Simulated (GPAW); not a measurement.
AlN:

```
Al N
1.0
     0.00000    2.03452    2.03452
     2.03452    0.00000    2.03452
     2.03452    2.03452    0.00000
Al N
1 1
Direct
  0.50000 0.50000 0.50000
  0.00000 0.00000 0.00000
```

Measurements of this composition are mostly on another form, of space group No. 186.

Base run:

```yaml
Program: GPAW 26.7.0
Functional: LDA
Potentials_or_basis: the program's PAW data sets (release 1.2.1) made for this functional
Cutoff: 650 eV
Basis: pw
k_mesh: 9 × 9 × 9
Occupations: fermi-dirac, width 0.05 eV
Spin: no spin polarisation
```

Its results: band gap on the k mesh 4.44 eV, indirect (least direct gap 5.46 eV); pressure -14.7 GPa.

Problem. The run is repeated on the same cell with these changes: functional from LDA to PBE; potentials or basis from the program's PAW data sets (release 1.2.1) made for this functional to SG15 ONCV 1.2; cutoff from 650 eV to 800 eV; valence electrons from 8 to 16. What comes out?

Solution. Band gap on the k mesh 4.68 eV, indirect (least direct gap 5.44 eV); pressure -6.8 GPa.

Caveats: an odd mesh through Γ misses points on the zone boundary, where band edges often lie; the cutoff is short for stress and forces, so pressures can be off by a GPa or more (some runs).
